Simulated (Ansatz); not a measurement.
All numbers below come from Ansatz, DFT PBE, scalar-relativistic, plane waves, PAW. Settings: cutoff 420 eV, Γ-centred meshes spaced at most about 0.3 Å⁻¹, and about 0.25 Å⁻¹ or finer for metals (2π included), Gaussian smearing. No spin polarisation in the final relaxations.

Temperature and zero-point effects are left out. All come from trial cells, and lower structures may exist.

Question: Which of these relaxed structures of Te is the lowest in energy?
A.

```cif
data_structure
_symmetry_space_group_name_H-M 'P4_122'
_symmetry_Int_Tables_number 91
_cell_length_a 4.5286
_cell_length_b 4.5286
_cell_length_c 7.3098
_cell_angle_alpha 90.000
_cell_angle_beta 90.000
_cell_angle_gamma 90.000
_cell_volume 149.91
loop_
_atom_site_label
_atom_site_type_symbol
_atom_site_symmetry_multiplicity
_atom_site_Wyckoff_symbol
_atom_site_fract_x
_atom_site_fract_y
_atom_site_fract_z
_atom_site_occupancy
Te1 Te 4 b 0.83247 0.50000 0.25000 1
```

B.

```cif
data_structure
_symmetry_space_group_name_H-M 'Fd-3m:1'
_symmetry_Int_Tables_number 227
_cell_length_a 13.1220
_cell_length_b 13.1220
_cell_length_c 13.1220
_cell_angle_alpha 90.000
_cell_angle_beta 90.000
_cell_angle_gamma 90.000
_cell_volume 2259.43
loop_
_atom_site_label
_atom_site_type_symbol
_atom_site_symmetry_multiplicity
_atom_site_Wyckoff_symbol
_atom_site_fract_x
_atom_site_fract_y
_atom_site_fract_z
_atom_site_occupancy
Te1 Te 8 a 0.25000 0.25000 0.25000 1
Te2 Te 16 d 0.12500 0.62500 0.12500 1
Te3 Te 32 e 0.38315 0.38315 0.38315 1
```

Answer: A. It has space group P4_122 (No. 91); the next, B, with space group Fd-3m (No. 227), lies 162 meV/atom higher. Counting all near atoms (those within 1.25 times the shortest such distance or 1.15 times the sum of covalent radii; a slash parts the counts of unlike sites), the lowest has Te 2 and the next has Te 4/6.

No dispersion correction is applied, so the spacing and binding between layers, chains or molecules are poorly described (P4_122), and this can change margins and order among such cells. These runs have no spin–orbit coupling, which can matter for Te. Cells relaxed within their symmetry can be saddle points. The part of the Crystallography Open Database at hand lists Te in space groups No. 12, 152, 154; no cell shown has one of them. Some candidate types were left out of the draw beforehand, so a known form may be missing.
